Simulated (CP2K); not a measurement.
# Ge (Fd-3m) in CP2K: further runs

Runs on Ge. Level: LDA. Tasks: single point, equation of state.

Everything below comes from runs of CP2K 2026.2. Logs are shortened: lines on timing, memory, paths and dates and some standing lists are left out, and cuts for length are marked.

**Experimental background.**

From “Sub-monolayer structures of Ag overlayers on Ge(111): experimental observations and first-principles study”, 2019, arxiv:1908.00180, for a bulk crystal of Ge: bulk modulus 75.8 GPa.

How close the calculation comes is told below.

## (1) Starting point

The structure is cubic, space group Fd-3m (No. 227). The conventional cell has a = 5.658 Å, b = 5.658 Å, c = 5.658 Å, α = 90.00°, β = 90.00°, γ = 90.00°. Ge (site symmetry -43m) has 4 Ge at 2.45 Å as nearest neighbours.

## (2) Single point, LDA, 22.64 Å³/atom

File ge_eos.inp:

```
&GLOBAL
  PROJECT ge_eos
  RUN_TYPE ENERGY_FORCE
  PRINT_LEVEL LOW
&END GLOBAL
&FORCE_EVAL
  METHOD QS
  STRESS_TENSOR ANALYTICAL
  &DFT
    BASIS_SET_FILE_NAME BASIS_MOLOPT_UZH
    POTENTIAL_FILE_NAME GTH_POTENTIALS
    &MGRID
      CUTOFF 450
      REL_CUTOFF 60
      NGRIDS 4
    &END MGRID
    &QS
      METHOD GPW
      EPS_DEFAULT 1.0E-9
    &END QS
    &KPOINTS
      SCHEME MONKHORST-PACK 8 8 8
      GAMMA_CENTERED T
      SYMMETRY T
      SYMMETRY_BACKEND SPGLIB
    &END KPOINTS
    &SCF
      SCF_GUESS ATOMIC
      EPS_SCF 1.0E-6
      MAX_SCF 100
      ADDED_MOS 10
      CHOLESKY OFF
      EPS_EIGVAL 1.0E-7
      &DIAGONALIZATION ON
        ALGORITHM STANDARD
      &END DIAGONALIZATION
      &MIXING ON
        METHOD BROYDEN_MIXING
        ALPHA 0.4
        BETA 1.5
        NBUFFER 8
      &END MIXING
      &SMEAR ON
        METHOD FERMI_DIRAC
        ELECTRONIC_TEMPERATURE 116.05
      &END SMEAR
    &END SCF
    &XC
      &XC_FUNCTIONAL
        &LDA_X
        &END LDA_X
        &LDA_C_PW
        &END LDA_C_PW
      &END XC_FUNCTIONAL
    &END XC
    &PRINT
      &KPOINTS ON
      &END KPOINTS
      &MULLIKEN ON
      &END MULLIKEN
      &MO ON
        ENERGIES T
        OCCUPATION_NUMBERS T
        &EACH
          QS_SCF 0
        &END EACH
        ADD_LAST NUMERIC
      &END MO
    &END PRINT
  &END DFT
  &SUBSYS
    &CELL
      A 4.0006828887 0.0000000000 0.0000000000
      B 2.0003414444 3.4646930141 0.0000000000
      C 2.0003414444 1.1548976714 3.2665439000
      PERIODIC XYZ
    &END CELL
    &COORD
      SCALED
      Ge  0.7500000000 0.7500000000 0.7500000000
      Ge  0.5000000000 0.5000000000 0.5000000000
    &END COORD
    &KIND Ge
      BASIS_SET TZVP-MOLOPT-PBE-GTH-q4
      POTENTIAL GTH-PADE-q4
    &END KIND
    &PRINT
      &ATOMIC_COORDINATES ON
      &END ATOMIC_COORDINATES
      &CELL ON
      &END CELL
    &END PRINT
  &END SUBSYS
  &PRINT
    &FORCES ON
    &END FORCES
    &STRESS_TENSOR ON
    &END STRESS_TENSOR
  &END PRINT
&END FORCE_EVAL
```

Potentials or basis: GTH_POTENTIALS Ge GTH-PADE-q4; TZVP-MOLOPT-PBE-GTH basis.

Started as:

```console
$ OMP_NUM_THREADS=2 cp2k.psmp -i ge_eos.inp -o ge_eos.out
```

ge_eos.out:

```text

 CP2K| version string:                                       CP2K version 2026.2
 CP2K| Input file name                                                ge_eos.inp

 GLOBAL| Force Environment number                                              1
 GLOBAL| Basis set file name                                    BASIS_MOLOPT_UZH
 GLOBAL| Potential file name                                      GTH_POTENTIALS
 GLOBAL| MM Potential file name                                     MM_POTENTIAL
 GLOBAL| Coordinate file name                                      __STD_INPUT__
 GLOBAL| Method name                                                        CP2K
 GLOBAL| Project name                                                     ge_eos
 GLOBAL| Run type                                                   ENERGY_FORCE
 GLOBAL| FFT library                                                       FFTW3
[... 5 lines left out ...]
 GLOBAL| Global print level                                                  LOW
 GLOBAL| Total number of message passing processes                             1
 GLOBAL| Number of threads for this process                                    2
 GLOBAL| CPU model name                                                  UNKNOWN

 CELL| Volume [angstrom^3]:                                            45.278016
 CELL| Vector a [angstrom]:       4.001     0.000     0.000   |a| =     4.000683
 CELL| Vector b [angstrom]:       2.000     3.465     0.000   |b| =     4.000683
 CELL| Vector c [angstrom]:       2.000     1.155     3.267   |c| =     4.000683
 CELL| Angle (b,c), alpha [degree]:                                    60.000000
 CELL| Angle (a,c), beta  [degree]:                                    60.000000
 CELL| Angle (a,b), gamma [degree]:                                    60.000000
 CELL| Numerically orthorhombic:                                              NO
 CELL| Periodicity                                                           XYZ

 CELL_REF| Volume [angstrom^3]:                                        45.278016
 CELL_REF| Vector a [angstrom     4.001     0.000     0.000   |a| =     4.000683
 CELL_REF| Vector b [angstrom     2.000     3.465     0.000   |b| =     4.000683
 CELL_REF| Vector c [angstrom     2.000     1.155     3.267   |c| =     4.000683
 CELL_REF| Angle (b,c), alpha [degree]:                                60.000000
 CELL_REF| Angle (a,c), beta  [degree]:                                60.000000
 CELL_REF| Angle (a,b), gamma [degree]:                                60.000000
 CELL_REF| Numerically orthorhombic:                                          NO
 CELL_REF| Periodicity                                                       XYZ
[... 9 lines left out ...]
 TOTAL NUMBERS AND MAXIMUM NUMBERS

  Total number of            - Atomic kinds:                                   1
                             - Atoms:                                          2
                             - Shell sets:                                     2
                             - Shells:                                        14
                             - Primitive Cartesian functions:                  8
                             - Cartesian basis functions:                     36
                             - Spherical basis functions:                     34

  Maximum angular momentum of the orbital basis functions:                     2

 MODULE QUICKSTEP: ATOMIC COORDINATES IN ANGSTROM

   Atom Kind Element         X             Y             Z       Z(eff)     Mass
      1    1 Ge   32      6.001024      3.464693      2.449908   4.0000  72.6400
      2    1 Ge   32      4.000683      2.309795      1.633272   4.0000  72.6400

 SCF PARAMETERS         Density guess:                                    ATOMIC
[... 9 lines left out ...]
                        --------------------------------------------------------
                        level_shift [a.u.]:                             0.000000
                        added MOs                                        10    0
                        --------------------------------------------------------
                        Mixing method:                            BROYDEN_MIXING
                                                charge density mixing in g-space
                        --------------------------------------------------------
                        Smear method:                                FERMI_DIRAC
                        Electronic temperature [K]:                        116.0
                        Electronic temperature [a.u.]:                  3.68E-04
                        Accuracy threshold:                             1.00E-10
                        --------------------------------------------------------
                        No outer SCF

[... 11 lines left out ...]
 BRILLOUIN| List of Kpoints [2 Pi/Bohr]                                       29
[... 29 lines left out ...]
     5 Broy./Diag. 0.40E+00    0.7     0.00324484        -7.9726313297 -1.71E-02
     6 Broy./Diag. 0.40E+00    0.8     0.00102075        -7.9846060250 -1.20E-02
     7 Broy./Diag. 0.40E+00    1.1     0.00009669        -7.9863602679 -1.75E-03
     8 Broy./Diag. 0.40E+00    0.7     0.00003146        -7.9869213263 -5.61E-04
     9 Broy./Diag. 0.40E+00    0.6     0.00000456        -7.9870635900 -1.42E-04
    10 Broy./Diag. 0.40E+00    0.8     0.00000254        -7.9870874791 -2.39E-05
    11 Broy./Diag. 0.40E+00    0.7     0.00000017        -7.9870918770 -4.40E-06

  *** SCF run converged in    11 steps ***

  Electronic density on regular grids:         -8.0000000000        0.0000000000
  Core density on regular grids:                7.9999999745       -0.0000000255
  Total charge density on r-space grids:       -0.0000000254
  Total charge density g-space grids:          -0.0000000254

  Overlap energy of the core charge distribution:               0.00000001854619
  Self energy of the core charge distribution:                -16.71672840141500
  Core Hamiltonian energy:                                      3.80242321828963
  Hartree energy:                                               7.25910667577360
  Exchange-correlation energy:                                 -2.33189063051962
  Electronic entropic energy:                                  -0.00000275766239
  Fermi energy:                                                 0.15228334589848

  Total energy:                                                -7.98709187698785
  Total energy (extrapolated to T->0):                         -7.98709049815665

 MO| EIGENVALUES AND OCCUPATION NUMBERS FOR K POINT 1
 MO|
 MO|  Index      Eigenvalue [a.u.]        Eigenvalue [eV]             Occupation
 MO|      1              -0.260091              -7.077444               2.000000
 MO|      2              -0.093799              -2.552408               2.000000
 MO|      3               0.106447               2.896562               2.000000
 MO|      4               0.106447               2.896564               2.000000
 MO|      5               0.162348               4.417718               0.000000
 MO|      6               0.295549               8.042300               0.000000
 MO|      7               0.295550               8.042313               0.000000
 MO|      8               0.444184              12.086871               0.000000
 MO|      9               0.529739              14.414925               0.000000
 MO|     10               0.572242              15.571491               0.000000
 MO|     11               0.572242              15.571493               0.000000
 MO|     12               0.641789              17.463965               0.000000
 MO|     13               0.761900              20.732360               0.000000
[... 263 lines left out ...]
 MO|      4               0.076155               2.072275               2.000000
 MO|      5               0.243682               6.630914               0.000000
 MO|      6               0.281474               7.659306               0.000000
 MO|      7               0.340274               9.259337               0.000000
 MO|      8               0.386816              10.525794               0.000000
 MO|      9               0.539049              14.668273               0.000000
 MO|     10               0.540864              14.717650               0.000000
 MO|     11               0.650027              17.688121               0.000000
 MO|     12               0.705078              19.186146               0.000000
 MO|     13               0.761962              20.734050               0.000000
 MO|     14               0.789629              21.486894               0.000000
 MO| Sum:                                                               8.000000
 MO| E(Fermi):            0.152283 a.u.          4.143841 eV
 MO| Band gap:            0.167527 a.u.          4.558640 eV

 [... the levels of further k-points ...]

 !-----------------------------------------------------------------------------!
                     Mulliken Population Analysis

 #  Atom  Element  Kind  Atomic population                           Net charge
       1     Ge       1          4.000000                              0.000000
       2     Ge       1          4.000000                             -0.000000
 # Total charge                              8.000000                 -0.000000

 !-----------------------------------------------------------------------------!

 ENERGY| Total FORCE_EVAL ( QS ) energy [hartree]             -7.987092142990281

 FORCES| Atomic forces [hartree/bohr]
 FORCES|   Atom     x               y               z               |f|
 FORCES|      1 -7.48412746E-09  4.75606645E-09  5.73506659E-10   8.88601383E-09
 FORCES|      2  7.48411291E-09 -4.75606714E-09 -5.73513374E-10   8.88600238E-09
 FORCES| Sum    -1.45414584E-14 -6.87831014E-16 -6.71573929E-15
 FORCES| Total atomic force                                       1.60321015E-14

 STRESS| Analytical stress tensor [bar]
 STRESS|                        x                   y                   z
 STRESS|      x       -2.71451937318E+04  -4.42376521963E-03  -6.73104835245E-04
 STRESS|      y       -4.42376521963E-03  -2.71422246374E+04   1.90789506881E+00
 STRESS|      z       -6.73104835245E-04   1.90789506881E+00  -2.71436479477E+04
 STRESS| 1/3 Trace                                            -2.71436887723E+04
 STRESS| Determinant                                          -1.99989225166E+13

 STRESS| Eigenvectors and eigenvalues of the analytical stress tensor [bar]
 STRESS|                        1                   2                   3
 STRESS| Eigenvalues  -2.71451937531E+04  -2.71449725748E+04  -2.71408999891E+04
 STRESS|      x           0.999959891332      0.008907310426     -0.000935707080
 STRESS|      y           0.005848545230     -0.570283900697      0.821426848310
 STRESS|      z          -0.006783085247      0.821399374498      0.570313122178
```

It took 9.9 s on 2 threads of Arm Neoverse V1, shared host; peak memory 0.25 GiB.

Results:

```yaml
Free_energy: -217.3398 eV
Pressure: -2.7 GPa
Band_gap_on_the_k_mesh: none (metal or under the smearing width)
```

Caveat: the basis of atomic orbitals isn't converged, which shifts pressures, moduli and gaps.

## (3) Single point, LDA, 22.19 Å³/atom (volume scaled by 0.98)

ge_eos.inp, as its differences from that of step 2:

```diff
@@ -11,2 +11,3 @@
     POTENTIAL_FILE_NAME GTH_POTENTIALS
+    WFN_RESTART_FILE_NAME previous-RESTART.kp
     &MGRID
@@ -27,3 +28,3 @@
     &SCF
-      SCF_GUESS ATOMIC
+      SCF_GUESS RESTART
       EPS_SCF 1.0E-6
@@ -72,5 +73,5 @@
     &CELL
-      A 4.0006828887 0.0000000000 0.0000000000
-      B 2.0003414444 3.4646930141 0.0000000000
-      C 2.0003414444 1.1548976714 3.2665439000
+      A 3.9738318589 0.0000000000 0.0000000000
+      B 1.9869159295 3.4414393402 0.0000000000
+      C 1.9869159295 1.1471464468 3.2446201260
       PERIODIC XYZ
```

Potentials or basis: GTH_POTENTIALS Ge GTH-PADE-q4; TZVP-MOLOPT-PBE-GTH basis.

Started as:

```console
$ OMP_NUM_THREADS=2 cp2k.psmp -i ge_eos.inp -o ge_eos.out
```

Wall time 11 s (2 threads of Arm Neoverse V1, shared host); peak memory 0.25 GiB.

The run converged. Its results:

| Item | Value |
| --- | --- |
| Free energy | -217.3520 eV |
| Pressure | -1.5 GPa |
| Band gap on the k mesh | 0.13 eV, direct |

Caveat: the basis of atomic orbitals isn't converged, which shifts pressures, moduli and gaps.

## (4) Single point, LDA, 23.09 Å³/atom (volume scaled by 1.02)

ge_eos.inp, as its differences from that of step 3:

```diff
@@ -73,5 +73,5 @@
     &CELL
-      A 3.9738318589 0.0000000000 0.0000000000
-      B 1.9869159295 3.4414393402 0.0000000000
-      C 1.9869159295 1.1471464468 3.2446201260
+      A 4.0271782495 0.0000000000 0.0000000000
+      B 2.0135891248 3.4876386696 0.0000000000
+      C 2.0135891248 1.1625462232 3.2881772715
       PERIODIC XYZ
```

Started as:

```console
$ OMP_NUM_THREADS=2 cp2k.psmp -i ge_eos.inp -o ge_eos.out
```

Run time: 7 s. Hardware: 2 threads of Arm Neoverse V1, shared host; peak memory 0.25 GiB.

Results (log left out):

* Free energy: -217.3211 eV
* Pressure: -3.9 GPa
* Band gap on the k mesh: none (metal or under the smearing width)

Caveat: the basis of atomic orbitals isn't converged, which shifts pressures, moduli and gaps.

## (5) Single point, LDA, 21.73 Å³/atom (volume scaled by 0.96)

ge_eos.inp, as its differences from that of step 4:

```diff
@@ -73,5 +73,5 @@
     &CELL
-      A 4.0271782495 0.0000000000 0.0000000000
-      B 2.0135891248 3.4876386696 0.0000000000
-      C 2.0135891248 1.1625462232 3.2881772715
+      A 3.9466129783 0.0000000000 0.0000000000
+      B 1.9733064892 3.4178670981 0.0000000000
+      C 1.9733064892 1.1392890327 3.2223960030
       PERIODIC XYZ
```

Started as:

```console
$ OMP_NUM_THREADS=2 cp2k.psmp -i ge_eos.inp -o ge_eos.out
```

Wall time 11 s (2 threads of Arm Neoverse V1, shared host); peak memory 0.25 GiB.

The run converged. Its results:

* Free energy: -217.3565 eV
* Pressure: -0.1 GPa
* Band gap on the k mesh: 0.28 eV, indirect (least direct gap 0.33 eV)

Caveat: the basis of atomic orbitals isn't converged, which shifts pressures, moduli and gaps.

## (6) Single point, LDA, 23.54 Å³/atom (volume scaled by 1.04)

ge_eos.inp, as its differences from that of step 5:

```diff
@@ -73,5 +73,5 @@
     &CELL
-      A 3.9466129783 0.0000000000 0.0000000000
-      B 1.9733064892 3.4178670981 0.0000000000
-      C 1.9733064892 1.1392890327 3.2223960030
+      A 4.0533294904 0.0000000000 0.0000000000
+      B 2.0266647452 3.5102863086 0.0000000000
+      C 2.0266647452 1.1700954362 3.3095296703
       PERIODIC XYZ
```

Potentials or basis: GTH_POTENTIALS Ge GTH-PADE-q4; TZVP-MOLOPT-PBE-GTH basis.

Started as:

```console
$ OMP_NUM_THREADS=2 cp2k.psmp -i ge_eos.inp -o ge_eos.out
```

It took 10 s on 2 threads of Arm Neoverse V1, shared host; peak memory 0.25 GiB.

It converged, with:

```
Free energy            : -217.2962 eV
Pressure               : -4.9 GPa
Band gap on the k mesh : none (metal or under the smearing width)
```

Caveat: the basis of atomic orbitals isn't converged, which shifts pressures, moduli and gaps.

## (7) Single point, LDA, 21.28 Å³/atom (volume scaled by 0.94)

ge_eos.inp, as its differences from that of step 6:

```diff
@@ -73,5 +73,5 @@
     &CELL
-      A 4.0533294904 0.0000000000 0.0000000000
-      B 2.0266647452 3.5102863086 0.0000000000
-      C 2.0266647452 1.1700954362 3.3095296703
+      A 3.9190133831 0.0000000000 0.0000000000
+      B 1.9595066916 3.3939651476 0.0000000000
+      C 1.9595066916 1.1313217159 3.1998610279
       PERIODIC XYZ
```

Started as:

```console
$ OMP_NUM_THREADS=2 cp2k.psmp -i ge_eos.inp -o ge_eos.out
```

Wall time 11 s (2 threads of Arm Neoverse V1, shared host); peak memory 0.25 GiB.

It converged, with:

```
Free energy            : -217.3522 eV
Pressure               : 1.6 GPa
Band gap on the k mesh : 0.35 eV, indirect (least direct gap 0.54 eV)
```

Caveat: the basis of atomic orbitals isn't converged, which shifts pressures, moduli and gaps.

## (8) Single point, LDA, 24.00 Å³/atom (volume scaled by 1.06)

ge_eos.inp, as its differences from that of step 7:

```diff
@@ -73,5 +73,5 @@
     &CELL
-      A 3.9190133831 0.0000000000 0.0000000000
-      B 1.9595066916 3.3939651476 0.0000000000
-      C 1.9595066916 1.1313217159 3.1998610279
+      A 4.0791475718 0.0000000000 0.0000000000
+      B 2.0395737859 3.5326454229 0.0000000000
+      C 2.0395737859 1.1775484743 3.3306100454
       PERIODIC XYZ
```

Started as:

```console
$ OMP_NUM_THREADS=2 cp2k.psmp -i ge_eos.inp -o ge_eos.out
```

Wall time 11 s (2 threads of Arm Neoverse V1, shared host); peak memory 0.25 GiB.

The run converged. Its results:

```yaml
Free_energy: -217.2659 eV
Pressure: -5.8 GPa
Band_gap_on_the_k_mesh: none (metal or under the smearing width)
```

Caveat: the basis of atomic orbitals isn't converged, which shifts pressures, moduli and gaps.

## (9) Equation of state, LDA

Potentials or basis: GTH_POTENTIALS Ge GTH-PADE-q4; TZVP-MOLOPT-PBE-GTH basis.

No new run: the results of the series are fitted here.

Results:

| Property | Result |
| --- | --- |
| Equilibrium volume | 21.72 Å³/atom |
| Bulk modulus | 74 GPa |
| Pressure derivative of the bulk modulus | 4.8 (rough: it moves with the points fitted) |

Energy against volume, from the lowest point:
| volume (Å³/atom) | energy (meV/atom) |
| --- | --- |
| 21.281 | 2.17 |
| 21.733 | 0.00 |
| 22.186 | 2.27 |
| 22.639 | 8.34 |
| 23.092 | 17.70 |
| 23.545 | 30.18 |
| 23.997 | 45.29 |

Caveat: the basis of atomic orbitals isn't converged, which shifts pressures, moduli and gaps.

## (10) Against experiment

Step 9. A measured bulk modulus of Ge is 75.8 GPa (quoted in “Sub-monolayer structures of Ag overlayers on Ge(111): experimental observations and first-principles study”, 2019, arxiv:1908.00180); the calculated 74 GPa misses it by -2.9 %. The fit is for a static lattice scaled at fixed shape and fixed fractional positions.
